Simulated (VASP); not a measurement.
# From an Ansatz input to VASP: BAs (CsCl)

Ansatz input

```yaml
crystal:
  lattice:
    - [2.6323269387, 0.0, 0.0]
    - [0.0, 2.6323269387, 0.0]
    - [0.0, 0.0, 2.6323269387]
  atoms:
    - { symbol: B, position: [0.0, 0.0, 0.0] }
    - { symbol: As, position: [0.5, 0.5, 0.5] }
kpoints:
  mp_grid: { grid: [8, 8, 8] }
hamiltonian:
  xc: pbe
scf:
  occupations: { method: fermi_dirac, width: 0.02 }
relax:
  f_tol: 0.005
  cell: {}
```

Task: Translate this input to VASP.

Result: 

INCAR

```
LWAVE = .FALSE.
NBANDS = 11
SIGMA = 0.02
EDIFF = 1E-7
ISIF = 3
EDIFFG = -5E-3
GGA = PE
ISMEAR = -1
ENCUT = 600
IBRION = 2
LREAL = .FALSE.
NSW = 40
PREC = Accurate
LCHARG = .FALSE.
NELM = 120
LASPH = .TRUE.
```

KPOINTS

```
KPOINTS created by Atomic Simulation Environment
0
Gamma
8 8 8
0 0 0
```

POSCAR

```
B  As
 1.0000000000000000
     2.6323269386999999    0.0000000000000000    0.0000000000000000
     0.0000000000000000    2.6323269386999999    0.0000000000000000
     0.0000000000000000    0.0000000000000000    2.6323269386999999
 B   As
   1   1
Cartesian
  0.0000000000000000  0.0000000000000000  0.0000000000000000
  1.3161634693499999  1.3161634693499999  1.3161634693499999
```

VASP ran with the recommended PBE PAW datasets (8 valence electrons in the cell). Other inputs would serve too.

```
                                            Ansatz                   VASP
relaxed cell vector lengths  2.931, 2.931, 2.931 Å  2.932, 2.932, 2.932 Å
        relaxed cell volume               25.18 Å³               25.21 Å³
```

Each program uses its own PAW datasets. VASP's cell holds 8 valence electrons and Ansatz's 18.
